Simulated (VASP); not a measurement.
# Zr (P6_3/mmc) in VASP: relaxation of cell and atoms with PBE

Aim: the relaxation of cell and atoms of Zr with PBE.

Program: VASP 6.6.1. These are calculated values, not measurements. Logs are shortened: lines on timing, memory, paths and dates and some standing lists are left out, and cuts for length are marked.

### 1 Starting point

It takes space group P6_3/mmc (No. 194, hexagonal). The conventional cell has a = 3.233 Å, b = 3.233 Å, c = 5.166 Å, α = 90.00°, β = 90.00°, γ = 120.00°. Around Zr (site symmetry -6m2) lie 12 Zr at 3.19 to 3.23 Å.

### 2 Relaxation of cell and atoms, PBE

The input, INCAR:

```
PREC = Accurate ; ENCUT = 600
EDIFF = 1E-7 ; ISMEAR = 1
SIGMA = 0.1 ; LREAL = False
LASPH = True ; NELM = 80
ALGO = Normal ; ISIF = 3
LWAVE = False ; LCHARG = False
GGA = PE ; IBRION = 2
NSW = 90 ; EDIFFG = -0.005
```

The input, KPOINTS:

```
regular mesh
0
Gamma
  15 15 7
```

The input, POSCAR:

```
Zr                                      
1.0
    3.2334570298      0.0000000000      0.0000000000
   -1.6167285149      2.8002559248     -0.0000000000
   -0.0000000000     -0.0000000000      5.1664547843
  Zr            
     2
Direct
     0.3333333300000021    0.6666666699999979    0.2500000000000000
     0.6666666699999979    0.3333333300000021    0.7500000000000000
```

Potentials or basis: VASP PAW PBE potentials, release 64 (Zr_sv).

Launch:

```bash
cat potpaw_PBE.64/Zr_sv/POTCAR > POTCAR
mpirun -np 1 vasp_std > vasp.out
```

OUTCAR:

```text
PREC = Accurate
   ENCUT = 600
   EDIFF = 1E-7
   ISMEAR = 1
   LREAL = False
   LASPH = True
   NELM = 80
   ISIF = 3
   GGA = PE
   IBRION = 2
   NSW = 90
   EDIFFG = -0.005

 ion  position               nearest neighbor table
   1  0.333  0.667  0.250-   2 3.19   2 3.19   2 3.19   2 3.19   2 3.19   2 3.19
   2  0.667  0.333  0.750-   1 3.19   1 3.19   1 3.19   1 3.19   1 3.19   1 3.19

  LATTYP: Found a hexagonal cell.
 ALAT       =     3.2334570298
 C/A-ratio  =     1.5978114868

  Lattice vectors:

 A1 = (   3.2334570298,   0.0000000000,   0.0000000000)
 A2 = (  -1.6167285149,   2.8002559248,   0.0000000000)
 A3 = (   0.0000000000,   0.0000000000,   5.1664547843)

Analysis of symmetry for initial positions (statically):
=====================================================================
 Subroutine PRICEL returns:
 Original cell was already a primitive cell.

 Routine SETGRP: Setting up the symmetry group for a
 hexagonal supercell.

 Subroutine GETGRP returns: Found 24 space group operations
 (whereof 12 operations were pure point group operations)
 out of a pool of 24 trial point group operations.

The static configuration has the point symmetry D_3d.
 The point group associated with its full space group is D_6h.

Analysis of symmetry for dynamics (positions and initial velocities):
=====================================================================
 Subroutine PRICEL returns:
 Original cell was already a primitive cell.

 Routine SETGRP: Setting up the symmetry group for a
 hexagonal supercell.

 Subroutine GETGRP returns: Found 24 space group operations
 (whereof 12 operations were pure point group operations)
 out of a pool of 24 trial point group operations.

The dynamic configuration has the point symmetry D_3d.
 The point group associated with its full space group is D_6h.

 Subroutine INISYM returns: Found 24 space group operations
 (whereof 12 operations are pure point group operations),
 and found     1 'primitive' translations

----------------------------------------------------------------------------------------

                                     Primitive cell

  volume of cell :      46.7797

  direct lattice vectors                    reciprocal lattice vectors
     3.233457030  0.000000000  0.000000000     0.309266519  0.178555108  0.000000000
    -1.616728515  2.800255925  0.000000000     0.000000000  0.357110217  0.000000000
     0.000000000  0.000000000  5.166454784     0.000000000  0.000000000  0.193556325

  length of vectors
     3.233457030  3.233457025  5.166454784     0.357110216  0.357110217  0.193556325

  position of ions in fractional coordinates (direct lattice)
     0.333333330  0.666666670  0.250000000
     0.666666670  0.333333330  0.750000000

  ion indices of the primitive-cell ions
   primitive index   ion index
                 1           1
                 2           2

----------------------------------------------------------------------------------------

 KPOINTS: regular mesh

Automatic generation of k-mesh.
 Grid dimensions read from file:
 generate k-points for:   15   15    7

 Generating k-lattice:

  Cartesian coordinates                     Fractional coordinates (reciprocal lattice)
     0.020617768  0.011903674  0.000000000     0.066666667 -0.000000000  0.000000000
     0.000000000  0.023807348  0.000000000     0.000000000  0.066666667  0.000000000
     0.000000000  0.000000000  0.027650904     0.000000000  0.000000000  0.142857143

  Length of vectors
     0.023807348  0.023807348  0.027650904

  Shift w.r.t. Gamma in fractional coordinates (k-lattice)
[... 55 lines left out ...]
   NSW    =     90    number of steps for IOM
   IBRION =      2    ionic relax: 0-MD 1-quasi-New 2-CG
   NFREE  =      1    steps in history (QN), initial steepest desc. (CG)
   ISIF   =      3    stress and relaxation
   ISYM   =      2    0-nonsym 1-usesym 2-fastsym
   POTIM  = 0.5000    time-step for ionic-motion
   TEBEG  =    0.0;   TEEND  =   0.0 temperature during run
   PSTRESS=    0.0 pullay stress
   NELECT =      24.0000    total number of electrons
   NUPDOWN=      -1.0000    fix difference up-down
   EMIN   =  10.00;   EMAX   =-10.00  energy-range for DOS
   EFERMI =   0.00;   METHOD = LEGACY
   ISMEAR =     1;   SIGMA  =   0.10  broadening in eV -4-tet -1-fermi 0-gaus
   EFERMI_NEDOS =   21; number of points for ismear=-14 and -15
   IALGO  =     38    algorithm
   IMIX   =      4    mixing-type and parameters
     AMIX     =   0.40;   BMIX     =  1.00
     AMIX_MAG =   1.60;   BMIX_MAG =  1.00
  volume/ion in A,a.u.               =      23.39       157.84
  Fermi-wavevector in a.u.,A,eV,Ry     =   1.310568  2.476614 23.369196  1.717587
  Thomas-Fermi vector in A             =   2.441089
   LORBIT       =      0    0 simple, 1 ext, 2 COOP (PROOUT), +10 PAW based schemes
   GGA     = PE    functional components
   LHFCALC =     F    Hartree Fock is set to
   AEXX    =    0.0000 exact exchange contribution
   IVDW    =     0    specifies the selected vdW correction
   LEPSILON=     F    determine dielectric tensor
   LRPA    =     F    only Hartree local field effects (RPA)
 conjugate gradient relaxation of ions
 non-spin polarized calculation
 Methfessel and Paxton  Order N= 1 SIGMA  =   0.10
  energy-cutoff  :      600.00
  volume of cell :       46.78
 maximum number of plane-waves:      1581
 NGX is ok and might be reduce to    28
   NGX = 13   NGY = 13   NGZ = 21

--------------------------------------- Ionic step        1  -------------------------------------------

 number of electron      24.0000000 magnetization

 Free energy of the ion-electron system (eV)
  ---------------------------------------------------
  ext. energy  EPLUGINS =         0.00000000
  ---------------------------------------------------
  free energy    TOTEN  =       -17.04277221 eV

  energy without entropy =      -17.04319532  energy(sigma->0) =      -17.04291325

------------------------ aborting loop because EDIFF is reached ----------------------------------------

  FORCE on cell =-STRESS in cart. coord.  units (eV):
  Direction    XX          YY          ZZ          XY          YZ          ZX
  --------------------------------------------------------------------------------------
  -------------------------------------------------------------------------------------
  Total       -0.0092420     -0.0092420      0.0142438     -0.0000000      0.0000000      0.0000000
  in kB       -0.3165326     -0.3165326      0.4878414     -0.0000000      0.0000000      0.0000000
  external PRESSURE =      -0.0484079 kB  Pullay stress =       0.0000000 kB

 VOLUME and BASIS-vectors are now :
 -----------------------------------------------------------------------------
  energy-cutoff  :      600.00
  volume of cell :       46.78
      direct lattice vectors                 reciprocal lattice vectors
     3.233457030  0.000000000  0.000000000     0.309266519  0.178555108  0.000000000
    -1.616728515  2.800255925  0.000000000     0.000000000  0.357110217  0.000000000
     0.000000000  0.000000000  5.166454784     0.000000000  0.000000000  0.193556325

 POSITION                                       TOTAL-FORCE (eV/Angst)
 -----------------------------------------------------------------------------------
     -0.00000      1.86684      1.29161        -0.000000      0.000000      0.000000
      1.61673      0.93342      3.87484         0.000000     -0.000000      0.000000
 -----------------------------------------------------------------------------------
    total drift:                               -0.000010      0.000006     -0.000000

  FREE ENERGIE OF THE ION-ELECTRON SYSTEM (eV)
  ---------------------------------------------------
  free  energy   TOTEN  =       -17.0427722102 eV

  energy  without entropy=      -17.0431953222  energy(sigma->0) =      -17.04291325

--------------------------------------- Ionic step        2  -------------------------------------------

 number of electron      24.0000000 magnetization

 Free energy of the ion-electron system (eV)
  ---------------------------------------------------
  ext. energy  EPLUGINS =         0.00000000
  ---------------------------------------------------
  free energy    TOTEN  =       -17.04277754 eV

  energy without entropy =      -17.04318742  energy(sigma->0) =      -17.04291416

 E-fermi :   8.9554     XC(G=0): -11.0616

 val. band max:        8.9521908759   @ k =   0.2667   0.2667   0.2857
 cond. band min:       8.9582721361   @ k =   0.0667   0.0000   0.2857
 fundamental gap:      0.0060812602
 Fermi energy:         8.9554054881

 k-point     1 :       0.0000    0.0000    0.0000
  band No.  band energies     occupation
      1     -39.9043      2.00000
      2     -39.7550      2.00000
      3     -18.4164      2.00000
      4     -17.5578      2.00000
      5     -17.5578      2.00000
      6     -17.4324      2.00000
[... 433 lines left out ...]
      3     -18.1756      2.00000
      4     -18.0137      2.00000
      5     -17.9246      2.00000
      6     -17.8902      2.00000
[... 8 lines left out ...]
     15      10.5407     -0.00000
     16      13.1214      0.00000

 [... further k-points ...]

------------------------ aborting loop because EDIFF is reached ----------------------------------------

  FORCE on cell =-STRESS in cart. coord.  units (eV):
  Direction    XX          YY          ZZ          XY          YZ          ZX
  --------------------------------------------------------------------------------------
  -------------------------------------------------------------------------------------
  Total       -0.0032211     -0.0032211      0.0036349      0.0000000     -0.0000000      0.0000000
  in kB       -0.1103322     -0.1103322      0.1245076      0.0000000     -0.0000000      0.0000000
  external PRESSURE =      -0.0320522 kB  Pullay stress =       0.0000000 kB

 VOLUME and BASIS-vectors are now :
 -----------------------------------------------------------------------------
  energy-cutoff  :      600.00
  volume of cell :       46.77
      direct lattice vectors                 reciprocal lattice vectors
     3.232736198  0.000000000  0.000000000     0.309335479  0.178594922 -0.000000000
    -1.616368099  2.799631667 -0.000000000     0.000000000  0.357189845 -0.000000000
     0.000000000  0.000000000  5.168229870     0.000000000  0.000000000  0.193489846

 POSITION                                       TOTAL-FORCE (eV/Angst)
 -----------------------------------------------------------------------------------
     -0.00000      1.86642      1.29206        -0.000000     -0.000000     -0.000000
      1.61637      0.93321      3.87617         0.000000      0.000000      0.000000
 -----------------------------------------------------------------------------------
    total drift:                               -0.000010      0.000006     -0.000000

  FREE ENERGIE OF THE ION-ELECTRON SYSTEM (eV)
  ---------------------------------------------------
  free  energy   TOTEN  =       -17.0427775370 eV

  energy  without entropy=      -17.0431874163  energy(sigma->0) =      -17.04291416

 reached required accuracy - stopping structural energy minimisation
```

It took 66 s on 1 thread of Intel Xeon Platinum 8488C (Sapphire Rapids), shared host; peak memory 0.23 GiB.

Results:

| Quantity | Value |
| --- | --- |
| Free energy | -17.0428 eV |
| Relaxed volume | 23.39 Å³/atom |
| Relaxed cell | a = 3.233 Å, b = 3.233 Å, c = 5.168 Å, α = 90.00°, β = 90.00°, γ = 120.00° |
| Space group after relaxing (to 0.05 Å) | P6_3/mmc (No. 194) |
| Energy gained by relaxing | 0.0 meV/atom |
| Ionic steps | 2 |
| Pressure after relaxing | 0.0 GPa |
| Band gap on the k mesh | none (metal or under the smearing width) |

Final structure:
```
CELL_PARAMETERS angstrom
3.23274 0.00000 0.00000
-1.61637 2.79963 0.00000
0.00000 0.00000 5.16823
ATOMIC_POSITIONS crystal
Zr 0.33333 0.66667 0.25000
Zr 0.66667 0.33333 0.75000
```

Levels at points of the mesh, in eV from the Fermi level:
```csv
k point,band 8,band 9,band 10,band 11,band 12,band 13,band 14,band 15,band 16
"(0.00, 0.00, 0.00)",-26.38,-5.66,-3.03,0.86,0.86,0.97,1.11,1.54,1.54
```
